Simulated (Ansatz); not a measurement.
The system is CuO.

```xyz
2
Lattice="0.0000 2.1166 2.1166 2.1166 0.0000 2.1166 2.1166 2.1166 0.0000" Properties=species:S:1:pos:R:3 pbc="T T T"
Cu    1.9814    1.9843    0.1219
O     2.2518    2.2488    1.9946
```

The cell comes from a database or a generator and needn't be the stable form of this composition.

Base run:

| Item | Value |
| --- | --- |
| Program | Ansatz 0.2.0 |
| Functional | PBEsol |
| Potentials or basis | Ansatz PAW |
| Cutoff | 420 eV (not typed: the program's choice for these potentials) |
| k mesh | 11 × 11 × 11 |
| Occupations | fermi-dirac, width 0.05 eV |
| Spin | no spin polarisation |
| Hubbard terms | Cu d U = 4.5 eV |

Its results: band gap on the k mesh none (metal or under the smearing width); pressure 11.3 GPa; largest force 1.069 eV/Å.

Problem. The run is repeated on the same cell with these changes: functional from PBEsol to r2SCAN; cutoff from 420 eV (not typed: the program's choice for these potentials) to 500 eV (not typed: the program's choice for these potentials). What comes out?

Solution. Band gap on the k mesh none (metal or under the smearing width); pressure 13.1 GPa; largest force 1.135 eV/Å.

Caveats: an odd number of electrons without spin polarisation forces a metal; a magnetic or distorted state may lie lower; the run has no spin polarisation, though such a crystal can be magnetic; U without spin polarisation on a metal has little footing; the PAW data sets come from PBE, with cores solved anew for the run's functional, which leaves a small shift of forces and pressure.
